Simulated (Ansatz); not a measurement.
**SnO$_{2}$: what symmetry allows forces and stress to be**

```
Sn O
1.0
    -0.20593    2.40817    2.40817
     2.40817   -0.20593    2.40817
     2.40817    2.40817   -0.20593
Sn O
1 2
Cartesian
  -0.0231 -0.0231 -0.0231
  1.1319 1.1319 1.1319
  3.5017 3.5017 3.5017
```

Level of theory: Ansatz 0.2.0, DFT PBE, scalar-relativistic, plane waves, PAW.

Settings: cutoff 420 eV, Γ-centred mesh 12×12×12 on the computed 3-atom cell, Gaussian smearing of 0.10 eV; no spin polarisation.

This distorted cell has space group R3m, with 6 operations.

Task: Without a calculation: in which directions can each atom feel a force?

Result: A force must be left unchanged by every operation that keeps its atom in place, so it lies in the space that those operations leave fixed. Atoms that the group maps onto each other feel forces of one size.
```
atom site symmetry operations at the site equivalent to atom allowed force (Cartesian)
 Sn1             3m                       6                   1   along (0.58, 0.58, 0.58)
  O2             3m                       6                   2   along (0.58, 0.58, 0.58)
  O3             3m                       6                   3   along (0.58, 0.58, 0.58)
```

That leaves 3 independent force components of 9, tied by 1 condition that the forces sum to zero, so 2 remain. A relaxation in this cell that keeps the symmetry moves the atoms in these directions alone.

Task: And the stress tensor?

Result: It must be invariant under the point group, which leaves 2 independent components: xx = yy, xx = zz, yy = zz, yz = xz, yz = xy, xz = xy.

Task: Do the computed values obey this?

Result: Yes. Forces (eV/Å):
```
Sn1  1.390  1.390  1.390
O2   0.918  0.918  0.918
O3  -2.308 -2.308 -2.308
```

Stress (GPa, compression positive, xx yy zz yz xz xy): 27.91 27.91 27.91 12.14 12.14 12.14. The program imposes the same operations on density, forces and stress, so this confirms the analysis and is no independent test of the calculation.

This fluorite-type form isn't the usual stable structure of the compound.